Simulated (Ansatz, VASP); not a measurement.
**InSb in VASP and in Ansatz**

The input INCAR:

```
ALGO     = Normal         # electronic algorithm
EDIFF    = 1E-6           # SCF threshold, eV
ENCUT    = 520            # plane-wave cutoff, eV
GGA      = PE             # functional
ISIF     = 2              # what is computed and relaxed
ISMEAR   = -1             # smearing method
LASPH    = True           # aspherical terms in the spheres
LCHARG   = False          # write CHGCAR
LREAL    = False          # projectors in reciprocal space
LWAVE    = False          # write WAVECAR
NBANDS   = 16             # bands
NELM     = 60             # most SCF steps
PREC     = Accurate       # precision mode
SIGMA    = 0.02           # smearing width, eV
```

Contents of KPOINTS:

```
k-points
0
Gamma
  6 6 6
```

Contents of POSCAR:

```
InSb
1.0
    3.7689762345      0.0000000000      0.0000000000
    0.0000000000      3.7689762345      0.0000000000
    0.0000000000      0.0000000000      3.7689762345
In Sb
1 1
Direct
    0.0000000000      0.0000000000      0.0000000000
    0.5000000000      0.5000000000      0.5000000000
```

Input for Ansatz:

```yaml
crystal:
  lattice:
    - [3.7689762345, 0.0, 0.0]
    - [0.0, 3.7689762345, 0.0]
    - [0.0, 0.0, 3.7689762345]
  atoms:
    - { symbol: In, position: [0.0, 0.0, 0.0] }
    - { symbol: Sb, position: [0.5, 0.5, 0.5] }
kpoints:
  mp_grid: { grid: [6, 6, 6] }
hamiltonian:
  xc: pbe
scf:
  occupations: { method: fermi_dirac, width: 0.02 }
  n_extra_bands: 4
  max_iter: 68
output:
  forces: true
  stress: true
  eigenvalues: true
basis:
  ecutrho_ratio: 8
```

Alike in both runs: task single point; functional PBE; k mesh 6 × 6 × 6; occupations fermi-dirac, width 0.02 eV; no spin polarisation.

```csv
,VASP,Ansatz
version,VASP 6.6.1,Ansatz 0.2.0
potentials or method,"VASP PAW PBE potentials, release 64 (In_d, Sb)",plane waves
plane-wave cutoff (eV),520,420
valence electrons in the cell,18,28
```

Ansatz gave:

| Property | Result |
| --- | --- |
| pressure (GPa) | 1.1 |

Task: What did VASP give for the same quantities?

Result: Pressure (GPa): 1.0.

With one functional, cell and mesh, what is left measures potentials, basis and numerics. The two sets of potentials don't hold the same shells in valence.

The runs have no spin-orbit coupling, so splittings on Sb are missing.
